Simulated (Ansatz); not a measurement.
# C (P6_3/mmc) in Ansatz: notebook

One crystal, C, is run at these levels: LDA, PBE, PBEsol; tasks: band structure.

The COD entry that gives the cell may itself be a prediction, so a difference from it is no test against experiment.

All numbers are computed with Ansatz 0.2.0; they aren't measurements. Logs are shortened: lines on timing, memory, paths and dates and some standing lists are left out, and cuts for length are marked.

### Step 1. Starting point

The structure is hexagonal, space group P6_3/mmc (No. 194). Conventional cell: a = 2.522 Å, b = 2.522 Å, c = 8.237 Å, α = 90.00°, β = 90.00°, γ = 120.00°. C (site symmetry 3m) is surrounded by 4 C at 1.54 Å. C (site symmetry 3m) has 4 C at 1.54 Å as nearest neighbours.

This is a hexagonal form of diamond, not graphite.

### Step 2. Band structure, LDA

input.yaml

```yaml
crystal:
  lattice:
    - [2.5221, 0.0, 0.0]
    - [-1.26105, 2.1842026709, 0.0]
    - [0.0, 0.0, 8.2371]
  atoms:
    - { symbol: C, position: [0.6666666667, 0.3333333333, 0.84375] }
    - { symbol: C, position: [0.3333333333, 0.6666666667, 0.34375] }
    - { symbol: C, position: [0.6666666667, 0.3333333333, 0.65625] }
    - { symbol: C, position: [0.3333333333, 0.6666666667, 0.15625] }
    - { symbol: C, position: [0.0, 0.0, 0.90625] }
    - { symbol: C, position: [0.0, 0.0, 0.40625] }
    - { symbol: C, position: [0.0, 0.0, 0.59375] }
    - { symbol: C, position: [0.0, 0.0, 0.09375] }
hamiltonian:
  xc: lda
  pseudopotentials: { kind: paw }
kpoints:
  mp_grid: { grid: [12, 12, 4] }
  band_path:
    path:
      - [[0.0, 0.0, 0.0], [0.5, 0.0, 0.0], [0.3333333333, 0.3333333333, 0.0], [0.0, 0.0, 0.0], [0.0, 0.0, 0.5], [0.5, 0.0, 0.5], [0.3333333333, 0.3333333333, 0.5], [0.0, 0.0, 0.5]]
      - [[0.5, 0.0, 0.5], [0.5, 0.0, 0.0]]
      - [[0.3333333333, 0.3333333333, 0.0], [0.3333333333, 0.3333333333, 0.5]]
    npoints: 10
scf:
  occupations: { method: fermi_dirac, width: 0.05 }
  n_extra_bands: 20
output:
  forces: true
  stress: true
  eigenvalues: true
  fatbands: true
```

Potentials or basis: Ansatz PAW.

Run with:

```bash
ansatz run input.yaml --threads 4 --pin off --max-ram 11264MiB --backend cpu --events-out ev --progress --plain --runs-dir out
```

What it wrote:

```text
Warning: RAYON_NUM_THREADS=4 ignored (pool sized by the plan → 4); use --threads N
scf.n_extra_bands = 20 over 16 filled bands (N_el = 32.0): the run solves 36 bands
Engine: ansatz 0.2.0, aarch64-unknown-linux-gnu
Pseudopotentials: kind: paw
Pseudopotential: C, paw, valence charge 4, recommended cutoff 420 eV (normal), C.paw.azcp
Functional definition: SPW92
  exchange = slater_x
  correlation = pw_c
Crystal: 8 atoms, lattice volume = 45.376 Å³
Basis set: ecut = 420 eV, 909 PW (Γ)
Bands: 36, of which v1, the nominal top of the filled ones, is band 16 counted from 1 (15 counted from 0)
Symmetry: 24 space group operations
Space group: P63/mmc (ITA 194), of the structure as read, at distance tolerance 3.6e-5 Å
k-points: 57 of 576
Non-local potential: C, projectors of the file, l = 0: 2, l = 1: 2, l = 2: 1
PAW form: soft (Blöchl's): semilocal exchange-correlation on the pseudo side does not see the compensation charge
PAW frozen core: C, regenerated for the run's functional, and the local potential with it (the file was generated under x = pbe(κ = 0.804, μ = 0.2195149727645171), c = pbe(β = 0.06672455060314922))
PAW one-centre angular grid: C, 110 points (default); XC on 64 Gauss nodes
Initial density: superposition of atomic densities (neutral atoms: chi_scale 0, normalization atom), corrected by the library's trained network
Initial wavefunctions: pseudopotential atomic-orbital guess
Functional: x = slater, c = lda
SCF iter   1: F=—  HF=-1943.800989 eV  |F-HF|=—  |Δ(HF+E_count)|=         —  Δρ=7.53e-3  dr2=1.08e-2  ethr=1.77e-3  ⟨swp⟩=5.9  Hψ=9190  notcnv=0  defer=102
preconditioner: auto → none  [insulator: Δε(μ)=4.380 eV  Ē_g=21.316 eV  σ=0.050 eV  W_gap=1.00  n_scr=6 (ndim 8)  ℏωp=31.2 eV  f_vac=0.000  D(μ)=0.00/eV (n_scr^D=0)  ε∞_Penn≈3.1]
SCF iter   2: F=—  HF=-1943.797421 eV  |F-HF|=—  |Δ(HF+E_count)|=   3.57e-3  Δρ=3.47e-3  dr2=2.03e-3  ethr=3.39e-5  ⟨swp⟩=1.5  Hψ=2714  notcnv=0  defer=373
SCF iter   3: F=—  HF=-1943.796809 eV  |F-HF|=—  |Δ(HF+E_count)|=   6.11e-4  Δρ=5.23e-4  dr2=1.43e-4  ethr=6.36e-6  ⟨swp⟩=1.6  Hψ=1732  notcnv=0  defer=373
SCF iter   4: F=—  HF=-1943.796760 eV  |F-HF|=—  |Δ(HF+E_count)|=   4.89e-5  Δρ=6.31e-5  dr2=8.66e-7  ethr=4.46e-7  ⟨swp⟩=2.1  Hψ=1891  notcnv=0  defer=373
SCF iter   5: F=—  HF=-1943.796763 eV  |F-HF|=—  |Δ(HF+E_count)|=   2.31e-6  Δρ=1.39e-5  dr2=2.07e-8  ethr=2.71e-9  ⟨swp⟩=2.1  Hψ=2109  notcnv=0  defer=373
SCF iter   6: F=-1943.796763 eV  HF=-1943.796763 eV  |F-HF|=1.99e-10  |Δ(HF+E_count)|=   1.69e-9  Δρ=2.43e-6  dr2=6.13e-10  ethr=6.47e-11  ⟨swp⟩=6.6  Hψ=8910  notcnv=0
SCF 1 converged in 6 iterations: F = -1943.796763 eV  dr2 = 6.13e-10
NSCF: frozen V_eff on 93 k-points
SCF converged after 6 iterations
Free energy (F): -1943.796763 eV
Harris-Foulkes:  -1943.796763 eV  (|F-HF|=1.99e-10)
Internal energy: -1943.796763 eV  (E = F + TS)
E sigma→0 (E₀):  -1943.796763 eV
Fermi energy:    15.347005 eV
--- Per-component energies (eV) ---
  E_band       = 132.852499
  E_kinetic    = 737.718654
  E_local      = -499.242710  (includes V_loc(G=0)·N_el)
  E_nonlocal   = 221.604466
  E_hartree    = 107.145336
  E_xc         = -386.737307
  E_vxc        = -481.390982  (∫ρ·V_xc dr)
  E_paw        = -733.977567  (= ΣΔE_a)
  E_vpaw       = -60.127718  (= ΣTr[D̂ρ^β])
  E_aug_tail   = 0.000082  (compensation charges beyond the density's cutoff)
  E_ewald      = -1390.810376
  E_core_change = 0.502660  (= ΣΔE_core)
  E_smearing   = -0.000000  (= −TS)
  E_closure    = -0.000000  (closes the sum)
  Σ components = -1943.796763   (vs F -1943.796763, Δ=0.00e0)
--- Forces (eV/Å), atoms counted from 1 ---
  atom   1  C      0.00000000    -0.00000000     0.32392159
  atom   2  C      0.00000000     0.00000000     0.32392159
  atom   3  C      0.00000000    -0.00000000    -0.32392159
  atom   4  C      0.00000000     0.00000000    -0.32392159
  atom   5  C      0.00000000     0.00000000     0.33240828
  atom   6  C     -0.00000000    -0.00000000     0.33240828
  atom   7  C      0.00000000     0.00000000    -0.33240828
  atom   8  C      0.00000000    -0.00000000    -0.33240828
  max |Σ_I F_I| component: 9.25e-17 eV/Å
--- Stress (GPa, compression-positive) ---
      -16.706310      -0.000000       0.000000
        0.000000     -16.706310       0.000000
        0.000000       0.000000      -4.238133
  P = ⅓ Tr σ = -12.5503 GPa (-125.503 kbar)
--- Band table (eV; the first three rows and the last of 57) ---
  k-point 0: bands = ["-8.2780", "-6.5854", "-6.5356", "-2.4034", "-0.3257", "6.5111", "6.5879", "10.1664", "10.1664", "11.2360", "11.2360", "11.4588", "11.4588", "12.9718", "13.1961", "13.1961", "18.3313", "18.3313", "18.8522", "20.1333", "20.1333", "20.5964", "21.0781", "21.0781", "21.4467", "21.5562", "22.1152", "22.1152", "26.8345", "27.5703", "28.9263", "30.0716", "31.2455", "31.2475", "33.7463", "33.7487"]
  k-point 1: bands = ["-8.1698", "-7.3082", "-5.6113", "-3.2365", "0.6858", "4.4489", "8.6729", "10.2444", "10.2444", "10.8424", "10.8424", "11.9355", "11.9355", "12.2915", "13.0007", "13.0007", "18.5599", "18.5599", "19.2060", "19.7621", "19.7621", "20.3980", "21.3470", "21.3470", "21.4757", "21.5479", "22.0134", "22.0134", "26.9069", "27.4023", "29.1464", "29.9274", "31.2950", "31.3016", "33.6405", "33.6515"]
  k-point 2: bands = ["-7.8458", "-7.8458", "-4.4804", "-4.4804", "2.4586", "2.4586", "10.4744", "10.4744", "10.4744", "10.4744", "10.6779", "10.6779", "12.5206", "12.5206", "12.5206", "12.5206", "19.1182", "19.1182", "19.1182", "19.1182", "19.8727", "19.8727", "21.5201", "21.5201", "21.7341", "21.7341", "21.7341", "21.7341", "27.1148", "27.1148", "29.5663", "29.5663", "31.3538", "31.3538", "33.5439", "33.5439"]
  k-point 56: bands = ["-0.8642", "-0.8642", "-0.7401", "-0.7401", "1.5521", "1.5521", "2.3319", "2.3319", "3.8397", "3.8397", "4.6373", "4.6373", "7.8574", "7.8574", "8.0940", "8.0940", "18.3060", "18.3060", "22.9749", "22.9749", "24.1476", "24.1476", "24.8956", "24.8956", "25.4315", "25.4315", "26.7814", "26.7814", "27.0781", "27.0781", "28.4835", "28.4835", "29.3548", "29.3548", "32.3158", "32.3158"]
```

It took 3 s on 4 threads of Arm Neoverse V1, shared host; peak memory 0.35 GiB.

What came out:

* Free energy: -1943.7968 eV
* Pressure: -12.6 GPa
* Largest force: 0.332 eV/Å
* Band gap on the k mesh: 4.38 eV, indirect (least direct gap 5.14 eV)
* Band gap along the path: 4.39 eV, indirect (least direct gap 5.14 eV)

Forces on the atoms (eV/Å):
```
C    0.000  0.000  0.324
C    0.000  0.000  0.324
C    0.000  0.000 -0.324
C    0.000  0.000 -0.324
C    0.000  0.000  0.332
C    0.000  0.000  0.332
C    0.000  0.000 -0.332
C    0.000  0.000 -0.332
```

Levels at the corners of the path, in eV from the valence-band top:
| point | band 14 | band 15 | band 16 | band 17 | band 18 | band 19 |
| --- | --- | --- | --- | --- | --- | --- |
| Γ | -0.22 | 0.00 | 0.00 | 5.14 | 5.14 | 5.66 |
| M | -4.53 | -3.70 | -2.92 | 4.43 | 5.57 | 5.81 |
| K | -5.67 | -5.67 | -4.02 | 6.11 | 6.11 | 7.94 |
| Γ | -0.22 | 0.00 | 0.00 | 5.14 | 5.14 | 5.66 |
| A | -0.68 | -0.68 | -0.68 | 5.92 | 5.92 | 5.92 |
| L | -4.71 | -3.65 | -3.65 | 4.78 | 4.78 | 7.02 |
| H | -5.34 | -5.10 | -5.10 | 5.11 | 5.11 | 9.78 |
| A | -0.68 | -0.68 | -0.68 | 5.92 | 5.92 | 5.92 |
| L | -4.71 | -3.65 | -3.65 | 4.78 | 4.78 | 7.02 |
| M | -4.53 | -3.70 | -2.92 | 4.43 | 5.57 | 5.81 |
| K | -5.67 | -5.67 | -4.02 | 6.11 | 6.11 | 7.94 |
| H | -5.34 | -5.10 | -5.10 | 5.11 | 5.11 | 9.78 |

Caveat: the pressure holds a Pulay correction of +1.3 GPa for the finite cutoff; the PAW data sets come from PBE, with cores solved anew for the run's functional, which leaves a small shift of forces and pressure. LDA gaps usually lie below the measured ones, often by a third to a half.

### Step 3. Band structure, PBE

Changes to input.yaml since step 2:

```diff
@@ -15,3 +15,3 @@
 hamiltonian:
-  xc: lda
+  xc: pbe
   pseudopotentials: { kind: paw }
@@ -32,2 +32,2 @@
   eigenvalues: true
-  fatbands: true
+  fatbands: false
```

Potentials or basis: Ansatz PAW.

Run with:

```bash
ansatz run input.yaml --threads 4 --pin off --max-ram 11264MiB --backend cpu --events-out ev --progress --plain --runs-dir out
```

Run time: 2.4 s. Hardware: 4 threads of Arm Neoverse V1, shared host; peak memory 0.36 GiB.

The run converged. Its results:

```
Free energy             : -2006.3695 eV
Pressure                : 2.3 GPa
Largest force           : 0.329 eV/Å
Band gap on the k mesh  : 4.42 eV, indirect (least direct gap 5.19 eV)
Band gap along the path : 4.42 eV, indirect (least direct gap 5.19 eV)
```

Forces in eV/Å, atoms in the order of the input:
```
C    0.000  0.000  0.318
C    0.000  0.000  0.318
C    0.000  0.000 -0.318
C    0.000  0.000 -0.318
C    0.000  0.000  0.329
C    0.000  0.000  0.329
C    0.000  0.000 -0.329
C    0.000  0.000 -0.329
```

Stress tensor (GPa, compression positive):
```
-1.84  0.00  0.00
 0.00 -1.84  0.00
 0.00  0.00 10.46
```

Levels at the corners of the path, in eV from the valence-band top:
```csv
point,band 14,band 15,band 16,band 17,band 18,band 19
Γ,-0.22,0.00,0.00,5.19,5.19,5.72
M,-4.55,-3.71,-2.93,4.47,5.61,5.87
K,-5.66,-5.66,-4.03,6.28,6.28,7.90
Γ,-0.22,0.00,0.00,5.19,5.19,5.72
A,-0.68,-0.68,-0.68,5.98,5.98,5.98
L,-4.72,-3.66,-3.66,4.83,4.83,7.11
H,-5.36,-5.10,-5.10,5.24,5.24,9.77
A,-0.68,-0.68,-0.68,5.98,5.98,5.98
L,-4.72,-3.66,-3.66,4.83,4.83,7.11
M,-4.55,-3.71,-2.93,4.47,5.61,5.87
K,-5.66,-5.66,-4.03,6.28,6.28,7.90
H,-5.36,-5.10,-5.10,5.24,5.24,9.77
```

Caveat: the pressure holds a Pulay correction of +1.0 GPa for the finite cutoff.

### Step 4. Band structure, PBEsol

Changes to input.yaml since step 3:

```diff
@@ -15,3 +15,3 @@
 hamiltonian:
-  xc: pbe
+  xc: pbesol
   pseudopotentials: { kind: paw }
@@ -33 +33,5 @@
   fatbands: false
+  write_density: true
+  write_potential: true
+  elf: true
+  volumetric_format: npy
```

Run with:

```bash
ansatz run input.yaml --threads 4 --pin off --max-ram 11264MiB --backend cpu --events-out ev --progress --plain --runs-dir out
```

Run time: 2.7 s. Hardware: 4 threads of Arm Neoverse V1, shared host; peak memory 0.37 GiB.

It converged, with:

- Free energy: -1973.2503 eV
- Pressure: -4.3 GPa
- Largest force: 0.330 eV/Å
- Band gap on the k mesh: 4.28 eV, indirect (least direct gap 5.13 eV)
- Band gap along the path: 4.29 eV, indirect (least direct gap 5.13 eV)

Forces in eV/Å, atoms in the order of the input:
```
C    0.000  0.000  0.325
C    0.000  0.000  0.325
C    0.000  0.000 -0.325
C    0.000  0.000 -0.325
C    0.000  0.000  0.330
C    0.000  0.000  0.330
C    0.000  0.000 -0.330
C    0.000  0.000 -0.330
```

Stress tensor (GPa, compression positive):
```
-8.45  0.00  0.00
 0.00 -8.45  0.00
 0.00  0.00  3.99
```

Levels at the corners of the path, in eV from the valence-band top:
```csv
point,band 12,band 13,band 14,band 15,band 16,band 17,band 18,band 19,band 20,band 21
Γ,-1.75,-1.75,-0.23,0.00,0.00,5.13,5.13,5.66,6.94,6.94
M,-5.06,-5.04,-4.57,-3.73,-2.95,4.32,5.46,5.74,5.88,6.87
K,-7.52,-7.20,-5.72,-5.72,-4.05,6.09,6.09,7.83,8.35,8.35
Γ,-1.75,-1.75,-0.23,0.00,0.00,5.13,5.13,5.66,6.94,6.94
A,-2.56,-0.68,-0.68,-0.68,-0.68,5.92,5.92,5.92,5.92,6.66
L,-6.11,-4.76,-4.76,-3.68,-3.68,4.68,4.68,6.96,6.96,7.47
H,-8.62,-5.39,-5.39,-5.14,-5.14,5.05,5.05,9.71,9.71,10.96
A,-2.56,-0.68,-0.68,-0.68,-0.68,5.92,5.92,5.92,5.92,6.66
L,-6.11,-4.76,-4.76,-3.68,-3.68,4.68,4.68,6.96,6.96,7.47
M,-5.06,-5.04,-4.57,-3.73,-2.95,4.32,5.46,5.74,5.88,6.87
K,-7.52,-7.20,-5.72,-5.72,-4.05,6.09,6.09,7.83,8.35,8.35
H,-8.62,-5.39,-5.39,-5.14,-5.14,5.05,5.05,9.71,9.71,10.96
```

Caveat: the pressure holds a Pulay correction of +1.0 GPa for the finite cutoff; the PAW data sets come from PBE, with cores solved anew for the run's functional, which leaves a small shift of forces and pressure. As with any semilocal functional, this PBEsol gap is likely too small.

### Step 5. The runs side by side

| level | gap on the mesh (eV) | pressure (GPa) | largest force (eV/Å) |
| --- | --- | --- | --- |
| LDA | 4.38 | -12.6 | 0.33 |
| PBE | 4.42 | 2.3 | 0.33 |
| PBEsol | 4.28 | -4.3 | 0.33 |

Alike in all rows: task band structure; potentials or basis Ansatz PAW; no spin polarisation; cell as given; k mesh 12 × 12 × 4; cutoff (eV) 420; smearing fermi-dirac 0.05 eV.

On the cell as given the gap runs from 4.28 eV (PBEsol) to 4.42 eV (PBE). The pressure there spans -12.6 GPa (LDA) to 2.3 GPa (PBE); a positive pressure means that this level wants a larger cell, a negative one a smaller.

Caveats: the PAW data sets come from PBE, with cores solved anew for the run's functional, which leaves a small shift of forces and pressure (some runs).

Total energies depend on the potentials used, so only differences within one code and one set of settings carry meaning.
